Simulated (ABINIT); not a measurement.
HfB2: single point with HSE06

The system is HfB2.

```
Hf B
1.0
     3.14000    0.00000    0.00000
    -1.57000    2.71932    0.00000
     0.00000    0.00000    3.48000
Hf B
1 2
Direct
  0.00000 0.00000 0.00000
  0.66667 0.33333 0.50000
  0.33333 0.66667 0.50000
```

```json
{
  "Program": "ABINIT 10.8.3 (patched build)",
  "Task": "single point",
  "Functional": "HSE06",
  "Potentials or basis": "SPMS NC PBE v1.0",
  "Cutoff": "599 eV",
  "k mesh": "4 × 4 × 3",
  "Occupations": "fermi-dirac, width 0.05 eV",
  "Spin": "no spin polarisation"
}
```

```
Band gap on the k mesh                                : none (metal or under the smearing width)
Valence electrons inside the program's atomic spheres : Hf 8.45; B 2.71
```

Levels at points of the mesh, in eV from the Fermi level:
```csv
k point,band 5,band 6,band 7,band 8,band 9,band 10,band 11,band 12,band 13
"(0.00, 0.00, 0.00)",-15.37,-3.68,-3.68,-3.68,-3.60,3.98,3.98,4.67,4.75
"(0.50, 0.00, 0.00)",-11.09,-10.36,-4.99,-4.26,-3.52,1.80,2.55,5.57,5.77
```

Wall time 96 s on 4 MPI ranks on Arm Neoverse V1, with other jobs on the host, peak memory 0.28 GiB a rank.

Caveat: the k mesh is coarse (spacing up to 0.60 Å⁻¹), so the values aren't converged, least of all with exact exchange; exact exchange is summed on a coarse mesh, which widens gaps by tenths of an eV; Libxc's HSE differs a little from that of other programs. Spin-orbit coupling is left out, which matters for the levels of Hf.
